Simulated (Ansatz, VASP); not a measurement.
TePt3: VASP beside Ansatz

```
CELL_PARAMETERS angstrom
4.12946 0.00000 0.00000
0.00000 4.12946 0.00000
0.00000 0.00000 4.12946
ATOMIC_POSITIONS crystal
Te 0.00000 0.00000 0.00000
Pt 0.00000 0.50000 0.50000
Pt 0.50000 0.00000 0.50000
Pt 0.50000 0.50000 0.00000
```

Change from the starting cell: species swapped into the CdAu3 type (P4/mmm, No. 123).

Alike in both runs: functional PBE; k mesh 12 × 12 × 12; occupations gaussian, width 0.1 eV; no spin polarisation.

Ansatz relaxed the structure, and its values are those at the end. VASP's run is a single point on that final structure, the one shown.

```csv
,VASP,Ansatz
version,VASP 6.6.1,Ansatz 0.2.0
potentials or method,"VASP PAW PBE potentials, release 64 (Te, Pt)","scalar-relativistic, plane waves, PAW"
plane-wave cutoff (eV),520,420
valence electrons in the cell,36,70
```

Ansatz gave:

```
gap on the k mesh at the Fermi level (eV) : none
pressure (GPa)                            : 0.0
```

Q: Estimate VASP's values.

A: gap on the k mesh at the Fermi level (eV): none; pressure (GPa): -0.3.

A gap of «none» marks a metal or a gap that the smearing closes. The two sets of potentials don't hold the same shells in valence.

Spin-orbit coupling is left out, which matters for the levels of Pt, Te.
